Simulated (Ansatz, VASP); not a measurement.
**One calculation of NaCl, two programs**

```xyz
2
Lattice="3.4704 0.0000 0.0000 0.0000 3.4704 0.0000 0.0000 0.0000 3.4704" Properties=species:S:1:pos:R:3 pbc="T T T"
Na    0.0000    0.0000    0.0000
Cl    1.7352    1.7352    1.7352
```

Alike in both runs: task single point; functional PBEsol; k mesh 10 × 10 × 10; occupations gaussian, width 0.05 eV; no spin polarisation.

```csv
,VASP,Ansatz
version,VASP 6.6.1,Ansatz 0.2.0
potentials or method,"VASP PAW PBE potentials, release 64 (Na_pv, Cl)","scalar-relativistic, plane waves, PAW"
plane-wave cutoff (eV),520,420
valence electrons in the cell,14,16
```

VASP gave:

| Quantity | Value |
| --- | --- |
| gap on the k mesh at the Fermi level (eV) | 3.92 |
| least direct gap on the mesh (eV) | 4.45 |
| pressure (GPa) | -0.6 |

**Question.** Which values does Ansatz return?

**Answer.** gap on the k mesh at the Fermi level (eV): 3.93; least direct gap on the mesh (eV): 4.45; pressure (GPa): -0.6.

With one functional, cell and mesh, what is left measures potentials, basis and numerics. The two sets of potentials don't hold the same shells in valence.

Caveats: the PAW data sets were made with another functional, which shifts forces and pressure a little (VASP). A k mesh can miss the band edges. Expect the measured gap to be larger: semilocal functionals such as PBEsol lack the derivative discontinuity.
